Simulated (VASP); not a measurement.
Set up this calculation in VASP 6.6.1, as the native input.

```
Task                   : single point
Functional             : PBE
Potentials or basis    : VASP PAW PBE potentials, release 64 (Se_GW, Mg_GW)
Cutoff                 : 450 eV
k mesh                 : 4 × 4 × 4
Occupations            : gaussian, width 0.02 eV
Spin                   : no spin polarisation
Further INCAR settings : ALGO = Fast; EDIFF = 1e-06
```

The structure of MgSe lies in POSCAR:

```
MgSe
1.0
    0.0000000000      2.7255000000      2.7255000000
    2.7255000000      0.0000000000      2.7255000000
    2.7255000000      2.7255000000      0.0000000000
Se Mg
1 1
Direct
    0.5000000000      0.5000000000      0.5000000000
    0.0000000000      0.0000000000      0.0000000000
```

These files were run (other wordings do the same):

INCAR

```
  PREC = Accurate
  ENCUT = 450
  EDIFF = 1E-6
  ISMEAR = 0
  SIGMA = 0.02
  LREAL = False
  LASPH = True
  NELM = 80
  ALGO = Fast
  ISIF = 2
  LWAVE = False
  LCHARG = True
  GGA = PE
  LELF = True
  LVHAR = True
```

KPOINTS

```
regular mesh
0
Gamma
  4 4 4
```

Potentials or basis: VASP PAW PBE potentials, release 64 (Se_GW, Mg_GW).

Run with:

```console
$ cat potpaw_PBE.64/Se_GW/POTCAR potpaw_PBE.64/Mg_GW/POTCAR > POTCAR
$ mpirun -np 1 vasp_std > vasp.out
```

Results of the run:

* Pressure: 2.3 GPa
* Band gap on the k mesh: 1.77 eV, indirect (least direct gap 2.57 eV)

Caveat: the k mesh is coarse (spacing up to 0.50 Å⁻¹), so the values aren't converged.

Run time: 4.2 s on 1 thread of Intel(R) Xeon(R) Platinum 8488C (Sapphire Rapids) (shared host), peak memory 0.14 GiB.
